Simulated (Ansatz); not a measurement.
Te2Pt (Moncheite) in Ansatz: the effect of functional

Crystal: Te2Pt (Moncheite).

```
Pt Te
1.0
     3.95580    0.00000    0.00000
    -1.97790    3.42583    0.00000
     0.00000    0.00000    5.13071
Pt Te
1 2
Direct
  0.00000 0.00000 0.00000
  0.66667 0.33333 0.75000
  0.33333 0.66667 0.25000
```

The cell isn't the ideal one: volume scaled by 0.96.

Alike in all runs:

```yaml
Program: Ansatz 0.2.0
Task: single point
Potentials_or_basis: Ansatz PAW
k_mesh: 8 × 8 × 5
Occupations: fermi-dirac, width 0.05 eV
Spin: no spin polarisation
```

One run gave: pressure 13.0 GPa; largest force 1.39 eV/Å. Which functional did it use?
A. PBE
B. r2SCAN
C. PBEsol
D. LDA

B.

```tsv
functional	cutoff	pressure (GPa)	largest force (eV/Å)
LDA	420 eV (not typed: the program's choice for these potentials)	7.4	1.11
PBE	420 eV (not typed: the program's choice for these potentials)	14.6	1.54
PBEsol	420 eV (not typed: the program's choice for these potentials)	9.7	1.27
r2SCAN	500 eV (not typed: the program's choice for these potentials)	13.0	1.39
```

Caveats: forces of over 1 eV/Å show positions far from the minimum, so gaps and moduli don't describe the material at rest; the PAW data sets come from PBE, with cores solved anew for the run's functional, which leaves a small shift of forces and pressure (some runs).
